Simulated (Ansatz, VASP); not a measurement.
**BiTe: VASP beside Ansatz**

```xyz
2
Lattice="0.0000 3.2549 3.2549 3.2549 0.0000 3.2549 3.2549 3.2549 0.0000" Properties=species:S:1:pos:R:3 pbc="T T T"
Bi    0.0000    0.0000    0.0000
Te    3.2549    3.2549    3.2549
```

Alike in both runs: functional PBE; k mesh 12 × 12 × 12; occupations fermi-dirac, width 0.15 eV; no spin polarisation.

Ansatz relaxed the structure, and its values are those at the end. VASP's run is a single point on that final structure, the one shown.

|  | VASP | Ansatz |
| --- | --- | --- |
| version | VASP 6.6.1 | Ansatz 0.2.0 |
| potentials or method | VASP PAW PBE potentials, release 64 (Bi_d, Te) | scalar-relativistic, plane waves, PAW |
| plane-wave cutoff (eV) | 520 | 420 |
| valence electrons in the cell | 21 | 31 |

Ansatz gave:

```
gap on the k mesh at the Fermi level (eV) : none
pressure (GPa)                            : 0.0
```

Problem. Estimate VASP's values.

Solution. gap on the k mesh at the Fermi level (eV): none; pressure (GPa): -0.1.

A gap of «none» marks a metal or a gap that the smearing closes. The two sets of potentials don't hold the same shells in valence.

Caveats: spin-orbit coupling is left out, which moves the levels of the heavy elements.
